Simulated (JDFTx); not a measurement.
Runs of JDFTx 1.7.0 (patched build) on PbS (Galena). The structure is cubic, space group Fm-3m (No. 225). The conventional cell has a = 5.931 Å, b = 5.931 Å, c = 5.931 Å, α = 90.00°, β = 90.00°, γ = 90.00°. Around Pb (site symmetry m-3m) lie 6 S at 2.97 Å. S (site symmetry m-3m) is surrounded by 6 Pb at 2.97 Å. 

| task | level | potentials or basis | spin | cell | k mesh | cutoff (eV) | max SCF steps | SCF threshold on the energy | solver of the electrons | further solve for the empty bands | band ratio of the Davidson solver | gap on the mesh (eV) | pressure (GPa) | relaxed volume (Å³/atom) |
| --- | --- | --- | --- | --- | --- | --- | --- | --- | --- | --- | --- | --- | --- | --- |
| relaxation of cell and atoms | PBEsol | PseudoDojo-SR-PBEsol-0.4.1-standard with smoothed tails | off | relaxed | 8 × 8 × 8 | 762 | 100 | 1e-09 Ha | scf | no | - | 0.21 | 0.0 | (b) |
| relaxation of cell and atoms | LDA | PseudoDojo-SR-LDA-0.4.1-standard with smoothed tails | off | relaxed | 8 × 8 × 8 | 762 | 100 | 1e-09 Ha | scf | no | - | 0.08 | 0.0 | 24.95 |
| single point | LDA | PseudoDojo-FR-PBE-0.4-standard with smoothed tails | SOC, no magnetisation | volume scaled by 0.88 | 6 × 6 × 6 | 789 | 100 | 1e-08 Ha | scf | yes | - | 0.78 | (a) | - |
| relaxation of cell and atoms | RPBE | PseudoDojo-SR-PBE-0.4.1-standard (Pb) + PseudoDojo-SR-PBE-0.5-standard (S) with smoothed tails | off | relaxed | 8 × 8 × 8 | 762 | 100 | 1e-09 Ha | scf | no | - | 0.71 | 0.0 | (c) |

Alike in all rows: smearing fermi-dirac 0.05 eV.

Question: Fill in the values left out.

Answer: (a) 5.7; (b) 25.72; (c) 28.08.

Caveats: spin-orbit coupling is left out, which as a rule narrows the gap of such compounds by several tenths of an eV (some runs); the potentials were made for another functional, which shifts forces and pressure (some runs); the empty levels aren't tightly converged (some runs); the plane waves are those of the starting cell, so after so large a change of volume the result is rough (some runs).

A k mesh can miss the band edges, and rows without SOC leave out spin-orbit coupling on Pb.
